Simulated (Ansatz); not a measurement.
Crystal: AlRu.

```
CELL_PARAMETERS angstrom
2.99160 0.00000 0.00000
0.00000 2.99160 0.00000
0.00000 0.00000 2.99160
ATOMIC_POSITIONS crystal
Ru 0.50000 0.50000 0.50000
Al 0.00000 0.00000 0.00000
```

Program: Ansatz 0.2.0. Alike in all runs: cell as given; cutoff (eV) 241; basis error allowed 0.001 eV/atom.

Order these runs on this cell by their pressure, lowest first.
A. level PBE; potentials or basis all-electron LAPW, relativistic spinors; spin SOC, no magnetisation; k mesh 7 × 7 × 7; smearing methfessel-paxton 0.2 eV
B. level PBEsol; potentials or basis all-electron LAPW, scalar-relativistic; spin off; k mesh 9 × 9 × 9; smearing fermi-dirac 0.05 eV
C. level LDA; potentials or basis all-electron LAPW, scalar-relativistic; spin off; k mesh 9 × 9 × 9; smearing fermi-dirac 0.05 eV

C (-8.2 GPa), B (-3.4 GPa), A (2.5 GPa).

Caveats: the k mesh is thin for a metal, which can move the energy by tens of meV per atom (some runs).

Not every run made on this cell is shown here.
